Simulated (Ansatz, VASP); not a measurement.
## One calculation of MgI2, two programs

```xyz
3
Lattice="4.1537 0.0000 0.0000 -2.0769 3.5972 0.0000 0.0000 0.0000 6.7591" Properties=species:S:1:pos:R:3 pbc="T T T"
Mg    0.0000    0.0000    0.0000
I     0.0000    2.3981    5.1209
I     2.0769    1.1991    1.6382
```

Change from the starting cell: strain +0.000 along x and y, -0.015 along z, atoms carried along.

Alike in both runs: task single point; functional PBEsol; k mesh 6 × 6 × 4; occupations gaussian, width 0.05 eV; no spin polarisation.

```csv
,VASP,Ansatz
version,VASP 6.6.1,Ansatz 0.2.0
potentials or method,"VASP PAW PBE potentials, release 64 (Mg, I)","scalar-relativistic, plane waves, PAW"
plane-wave cutoff (eV),520,420
valence electrons in the cell,16,44
```

Ansatz gave:

```
gap on the k mesh at the Fermi level (eV)       : 3.39
least direct gap on the mesh (eV)               : 3.54
pressure (GPa)                                  : 0.3
largest component of the traceless stress (GPa) : 0.53
rms of the force components (eV/Å)              : 0.036
```

Problem. Estimate VASP's values.

Solution. gap on the k mesh at the Fermi level (eV): 3.38; least direct gap on the mesh (eV): 3.53; pressure (GPa): 0.2; largest component of the traceless stress (GPa): 0.53; rms of the force components (eV/Å): 0.034.

Atom by atom the forces differ by 0.002 eV/Å (rms over components). The two sets of potentials don't hold the same shells in valence.

Caveats: the PAW data sets were made with another functional, which shifts forces and pressure a little (VASP); spin-orbit coupling is left out, which moves the levels of the heavy elements; this functional lacks dispersion, which binds the layers, so the pressure and a relaxed spacing across them are unreliable. A k mesh can miss the band edges.
